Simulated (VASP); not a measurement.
# KCl (Sylvite) (Fm-3m) in VASP: notebook

Aim: see how the results for KCl (Sylvite) move with the level of theory and the settings. Levels: BLYP+D3(BJ), RPBE, PBEsol, r2SCAN. Tasks: single point, relaxation of cell and atoms.

Program: VASP 6.6.1. These are calculated values, not measurements. Logs are shortened: lines on timing, memory, paths and dates and some standing lists are left out, and cuts for length are marked.

**Measured values to compare with.**

From a printed reference work, monograph, for a bulk crystal of KCl: band gap 8.68 eV.

How close the calculation comes is told below.

**1. The cell of the first run**

The structure is cubic, space group Fm-3m (No. 225). Conventional cell: a = 6.293 Å, b = 6.293 Å, c = 6.293 Å, α = 90.00°, β = 90.00°, γ = 90.00°. Within 4.1 Å of K (site symmetry m-3m) lie 6 Cl at 3.15 Å. Cl (site symmetry m-3m) has 6 K at 3.15 Å within 4.1 Å.

**2. Single point, BLYP+D3(BJ), collinear spin, ferromagnetic start**

Input file INCAR:

```
  PREC = Accurate
  ENCUT = 520
  EDIFF = 1E-7
  ISMEAR = 0
  SIGMA = 0.1
  LREAL = F
  LASPH = T
  NELM = 150
  ALGO = Normal
  ISIF = 2
  LWAVE = F
  LCHARG = F
  ISPIN = 2
  MAGMOM = 0.5 0
  LORBIT = 11
  GGA = B5
  ALDAX = 1.0
  AGGAX = 1.0
  AGGAC = 1.0
  ALDAC = 0.0
  IVDW = 12
  VDW_S6 = 1.0
  VDW_S8 = 2.6996
  VDW_A1 = 0.4298
  VDW_A2 = 4.2359
  NBANDS = 19
```

Input file KPOINTS:

```
regular mesh
0
Gamma
  7 7 7
```

Input file POSCAR:

```
KCl
1.0
    0.0000000000      3.1464700000      3.1464700000
    3.1464700000      0.0000000000      3.1464700000
    3.1464700000      3.1464700000      0.0000000000
K Cl
1 1
Direct
    0.0000000000      0.0000000000      0.0000000000
    0.5000000000      0.5000000000      0.5000000000
```

Potentials or basis: VASP PAW PBE potentials, release 64 (K_sv, Cl).

Run with:

```console
> cat potpaw_PBE.64/K_sv/POTCAR potpaw_PBE.64/Cl/POTCAR > POTCAR
> mpirun -np 1 vasp_std > vasp.out
```

OUTCAR:

```text
PREC = Accurate
   ENCUT = 520
   EDIFF = 1E-7
   ISMEAR = 0
   LREAL = F
   LASPH = T
   NELM = 150
   ISIF = 2
   ISPIN = 2
   LORBIT = 11
   GGA = B5
   IVDW = 12
 IVDW          = 12

 ion  position               nearest neighbor table
   1  0.000  0.000  0.000-   2 3.15   2 3.15   2 3.15   2 3.15   2 3.15   2 3.15
   2  0.500  0.500  0.500-   1 3.15   1 3.15   1 3.15   1 3.15   1 3.15   1 3.15

  LATTYP: Found a face centered cubic cell.
 ALAT       =     6.2929400000

  Lattice vectors:

 A1 = (   0.0000000000,   3.1464700000,   3.1464700000)
 A2 = (   3.1464700000,   0.0000000000,   3.1464700000)
 A3 = (   3.1464700000,   3.1464700000,   0.0000000000)

Analysis of symmetry for initial positions (statically):
=====================================================================
 Subroutine PRICEL returns:
 Original cell was already a primitive cell.

 Routine SETGRP: Setting up the symmetry group for a
 face centered cubic supercell.

 Subroutine GETGRP returns: Found 48 space group operations
 (whereof 48 operations were pure point group operations)
 out of a pool of 48 trial point group operations.

The static configuration has the point symmetry O_h .

Analysis of symmetry for dynamics (positions and initial velocities):
=====================================================================
 Subroutine PRICEL returns:
 Original cell was already a primitive cell.

 Routine SETGRP: Setting up the symmetry group for a
 face centered cubic supercell.

 Subroutine GETGRP returns: Found 48 space group operations
 (whereof 48 operations were pure point group operations)
 out of a pool of 48 trial point group operations.

The dynamic configuration has the point symmetry O_h .

Analysis of structural, dynamic, and magnetic symmetry:
=====================================================================
 Subroutine PRICEL returns:
 Original cell was already a primitive cell.

 Routine SETGRP: Setting up the symmetry group for a
 face centered cubic supercell.

 Subroutine GETGRP returns: Found 48 space group operations
 (whereof 48 operations were pure point group operations)
 out of a pool of 48 trial point group operations.

The overall configuration has the point symmetry O_h .

 Subroutine INISYM returns: Found 48 space group operations
 (whereof 48 operations are pure point group operations),
 and found     1 'primitive' translations

----------------------------------------------------------------------------------------

                                     Primitive cell

  volume of cell :      62.3018

  direct lattice vectors                    reciprocal lattice vectors
     0.000000000  3.146470000  3.146470000    -0.158908237  0.158908237  0.158908237
     3.146470000  0.000000000  3.146470000     0.158908237 -0.158908237  0.158908237
     3.146470000  3.146470000  0.000000000     0.158908237  0.158908237 -0.158908237

  length of vectors
     4.449780548  4.449780548  4.449780548     0.275237140  0.275237140  0.275237140

  position of ions in fractional coordinates (direct lattice)
[... 8 lines left out ...]
----------------------------------------------------------------------------------------

 KPOINTS: regular mesh

Automatic generation of k-mesh.
 Grid dimensions read from file:
 generate k-points for:    7    7    7

 Generating k-lattice:

  Cartesian coordinates                     Fractional coordinates (reciprocal lattice)
    -0.022701177  0.022701177  0.022701177     0.142857143  0.000000000  0.000000000
     0.022701177 -0.022701177  0.022701177     0.000000000  0.142857143  0.000000000
     0.022701177  0.022701177 -0.022701177     0.000000000  0.000000000  0.142857143

  Length of vectors
     0.039319591  0.039319591  0.039319591

  Shift w.r.t. Gamma in fractional coordinates (k-lattice)
     0.000000000  0.000000000  0.000000000

 Subroutine IBZKPT returns following result:
 ===========================================

 Found     20 irreducible k-points:

 Following reciprocal coordinates:
            Coordinates               Weight
  0.000000  0.000000  0.000000      1.000000
  0.142857  0.000000  0.000000      8.000000
  0.285714  0.000000  0.000000      8.000000
  0.428571  0.000000  0.000000      8.000000
  0.142857  0.142857  0.000000      6.000000
  0.285714  0.142857  0.000000     24.000000
[... 12 lines left out ...]
 -0.428571  0.428571  0.142857     24.000000
 -0.285714  0.428571  0.142857     24.000000
   k-points           NKPTS =     20   k-points in BZ     NKDIM =     20   number of bands    NBANDS=     19
   number of dos      NEDOS =    301   number of ions     NIONS =      2
   total plane-waves  NPLWV =  46656
   dimension x,y,z NGX =    36 NGY =   36 NGZ =   36
   dimension x,y,z NGXF=    72 NGYF=   72 NGZF=   72
   ions per type =               1   1
   NGX,Y,Z   is equivalent  to a cutoff of  13.45, 13.45, 13.45 a.u.
   NGXF,Y,Z  is equivalent  to a cutoff of  26.90, 26.90, 26.90 a.u.
 SYSTEM =  unknown system
   PREC   = accura    normal or accurate (medium, high low for compatibility)
   ISTART =      0    job   : 0-new  1-cont  2-samecut
   ICHARG =      2    charge: 1-file 2-atom 10-const
   ISPIN  =      2    spin polarized calculation?
   LNONCOLLINEAR =      F non collinear calculations
   LSORBIT =      F    spin-orbit coupling
   LASPH  =      T    aspherical Exc in radial PAW
   ENCUT  =  520.0 eV  38.22 Ry    6.18 a.u.   8.27  8.27  8.27*2*pi/ulx,y,z
   NELM   =    150;   NELMIN=  2; NELMDL= -5     # of ELM steps
   EDIFF  = 0.1E-06   stopping-criterion for ELM
   LREAL  =      F    real-space projection
   EDIFFG = 0.1E-05   stopping-criterion for IOM
   NSW    =      0    number of steps for IOM
   IBRION =     -1    ionic relax: 0-MD 1-quasi-New 2-CG
   NFREE  =      0    steps in history (QN), initial steepest desc. (CG)
   ISIF   =      2    stress and relaxation
   ISYM   =      2    0-nonsym 1-usesym 2-fastsym
   POTIM  = 0.5000    time-step for ionic-motion
   TEBEG  =    0.0;   TEEND  =   0.0 temperature during run
   PSTRESS=    0.0 pullay stress
   NELECT =      16.0000    total number of electrons
   NUPDOWN=      -1.0000    fix difference up-down
   EMIN   =  10.00;   EMAX   =-10.00  energy-range for DOS
   EFERMI =   0.00;   METHOD = LEGACY
   ISMEAR =     0;   SIGMA  =   0.10  broadening in eV -4-tet -1-fermi 0-gaus
   EFERMI_NEDOS =   21; number of points for ismear=-14 and -15
   IALGO  =     38    algorithm
   IMIX   =      4    mixing-type and parameters
     AMIX     =   0.40;   BMIX     =  1.00
     AMIX_MAG =   1.60;   BMIX_MAG =  1.00
  volume/ion in A,a.u.               =      31.15       210.22
  Fermi-wavevector in a.u.,A,eV,Ry     =   1.040594  1.966437 14.732871  1.082835
  Thomas-Fermi vector in A             =   2.175177
   LORBIT       =     11    0 simple, 1 ext, 2 COOP (PROOUT), +10 PAW based schemes
   GGA     = B5    functional components
   LHFCALC =     F    Hartree Fock is set to
   AEXX    =    0.0000 exact exchange contribution
   IVDW    =    12    specifies the selected vdW correction
   LEPSILON=     F    determine dielectric tensor
   LRPA    =     F    only Hartree local field effects (RPA)
 spin polarized calculation
 Gauss-broadening in eV      SIGMA  =   0.10
  energy-cutoff  :      520.00
  volume of cell :       62.30
 maximum number of plane-waves:      1693
 NGX is ok and might be reduce to    36
   NGX = 17   NGY = 17   NGZ = 17

 number of electron      16.0000001 magnetization      -0.0001054

 number of electron      16.0000001 magnetization       0.0000085

 Free energy of the ion-electron system (eV)
  ---------------------------------------------------
  ext. energy  EPLUGINS =         0.00000000
  ---------------------------------------------------
  free energy    TOTEN  =        -6.43375405 eV

  energy without entropy =       -6.43375405  energy(sigma->0) =       -6.43375405

 E-fermi :  -1.1050     XC(G=0):  -7.2799

 val. band max:       -1.5723250493   @ k =   0.0000   0.0000   0.0000
 cond. band min:       3.6115765792   @ k =   0.0000   0.0000   0.0000
 fundamental gap:      5.1839016285
 Fermi energy:        -1.1049909407

 spin component 1

 k-point     1 :       0.0000    0.0000    0.0000
  band No.  band energies     occupation
      1     -28.7556      1.00000
      2     -13.6684      1.00000
      3     -12.2913      1.00000
      4     -12.2913      1.00000
      5     -12.2913      1.00000
      6      -1.5723      1.00000
[... 11 lines left out ...]
     18      14.7967      0.00000
     19      16.2856      0.00000

 k-point     2 :       0.1429    0.0000    0.0000
  band No.  band energies     occupation
      1     -28.7536      1.00000
      2     -13.7113      1.00000
      3     -12.2931      1.00000
      4     -12.2931      1.00000
      5     -12.2384      1.00000
      6      -1.8135      1.00000
[... 11 lines left out ...]
     18      14.0322      0.00000
     19      15.4603      0.00000

 k-point     3 :       0.2857    0.0000    0.0000
  band No.  band energies     occupation
      1     -28.7491      1.00000
      2     -13.7982      1.00000
      3     -12.2972      1.00000
      4     -12.2972      1.00000
      5     -12.1284      1.00000
      6      -2.2712      1.00000
[... 345 lines left out ...]
  band No.  band energies     occupation
      1     -28.7422      1.00000
      2     -13.6587      1.00000
      3     -12.3895      1.00000
      4     -12.3602      1.00000
      5     -12.2421      1.00000
      6      -2.2136      1.00000
[... 11 lines left out ...]
     18      13.9536      0.00000
     19      13.9617      0.00000

 k-point    20 :      -0.2857    0.4286    0.1429
  band No.  band energies     occupation
      1     -28.7419      1.00000
      2     -13.6880      1.00000
      3     -12.3958      1.00000
      4     -12.3599      1.00000
      5     -12.1932      1.00000
      6      -2.1538      1.00000
[... 11 lines left out ...]
     18      13.5561      0.00000
     19      14.0345      0.00000
 Fermi energy:        -1.1049909407

 spin component 2

 k-point     1 :       0.0000    0.0000    0.0000
  band No.  band energies     occupation
      1     -28.7556      1.00000
      2     -13.6684      1.00000
      3     -12.2913      1.00000
      4     -12.2913      1.00000
      5     -12.2913      1.00000
      6      -1.5723      1.00000
[... 11 lines left out ...]
     18      14.7967      0.00000
     19      16.2856      0.00000

 k-point     2 :       0.1429    0.0000    0.0000
  band No.  band energies     occupation
      1     -28.7536      1.00000
      2     -13.7113      1.00000
      3     -12.2931      1.00000
      4     -12.2931      1.00000
      5     -12.2383      1.00000
      6      -1.8135      1.00000
[... 11 lines left out ...]
     18      14.0322      0.00000
     19      15.4603      0.00000

 k-point     3 :       0.2857    0.0000    0.0000
  band No.  band energies     occupation
      1     -28.7490      1.00000
      2     -13.7982      1.00000
      3     -12.2971      1.00000
      4     -12.2971      1.00000
      5     -12.1283      1.00000
      6      -2.2712      1.00000
[... 346 lines left out ...]
      1     -28.7422      1.00000
      2     -13.6587      1.00000
      3     -12.3895      1.00000
      4     -12.3601      1.00000
      5     -12.2420      1.00000
      6      -2.2136      1.00000
[... 11 lines left out ...]
     18      13.9536      0.00000
     19      13.9617      0.00000

 k-point    20 :      -0.2857    0.4286    0.1429
  band No.  band energies     occupation
      1     -28.7419      1.00000
      2     -13.6880      1.00000
      3     -12.3958      1.00000
      4     -12.3598      1.00000
      5     -12.1932      1.00000
      6      -2.1538      1.00000
[... 11 lines left out ...]
     18      13.5561      0.00000
     19      14.0345      0.00000

------------------------ aborting loop because EDIFF is reached ----------------------------------------

 Edisp (eV)   -0.90070

 E8    (eV) :    -0.6748

  FORCE on cell =-STRESS in cart. coord.  units (eV):
  Direction    XX          YY          ZZ          XY          YZ          ZX
  --------------------------------------------------------------------------------------
  -------------------------------------------------------------------------------------
  Total      -0.29364    -0.29364    -0.29364     0.00000     0.00000    -0.00000
  in kB      -7.55145    -7.55145    -7.55145     0.00000     0.00000    -0.00000
  external pressure =       -7.55 kB  Pullay stress =        0.00 kB

 VOLUME and BASIS-vectors are now :
 -----------------------------------------------------------------------------
  energy-cutoff  :      520.00
  volume of cell :       62.30
      direct lattice vectors                 reciprocal lattice vectors
     0.000000000  3.146470000  3.146470000    -0.158908237  0.158908237  0.158908237
     3.146470000  0.000000000  3.146470000     0.158908237 -0.158908237  0.158908237
     3.146470000  3.146470000  0.000000000     0.158908237  0.158908237 -0.158908237

 POSITION                                       TOTAL-FORCE (eV/Angst)
 -----------------------------------------------------------------------------------
      0.00000      0.00000      0.00000         0.000000      0.000000      0.000000
      3.14647      3.14647      3.14647        -0.000000     -0.000000     -0.000000
 -----------------------------------------------------------------------------------
    total drift:                                0.000000      0.000000      0.000000

  FREE ENERGIE OF THE ION-ELECTRON SYSTEM (eV)
  ---------------------------------------------------
  free  energy   TOTEN  =        -7.3344508616 eV

  energy  without entropy=       -7.3344508616  energy(sigma->0) =       -7.33445086

 total charge

# of ion       s       p       d       tot
------------------------------------------
    1        1.954   5.547   0.026   7.527
    2        1.603   3.572   0.000   5.175
--------------------------------------------------
tot          3.557   9.119   0.026  12.702

 magnetization (x)

# of ion       s       p       d       tot
------------------------------------------
    1        0.000  -0.000   0.000  -0.000
    2       -0.000  -0.000   0.000  -0.000
--------------------------------------------------
tot         -0.000  -0.000   0.000  -0.000
```

Run time: 1.8 min. Hardware: 1 thread of AMD EPYC 7R43 (Zen 3), shared host; peak memory 0.22 GiB.

Results:

| Quantity | Value |
| --- | --- |
| Free energy | -7.3345 eV |
| Pressure | -0.8 GPa |
| Band gap on the k mesh | 5.18 eV, direct |
| Net moment | 0.00 μB per cell |
| Valence electrons inside the program's atomic spheres | K 7.53; Cl 5.17 |
| Dispersion energy per atom | -0.450 eV |

Caveat: the PAW data sets were made with another functional, which shifts forces and pressure a little.

[end of part 1 of 3]
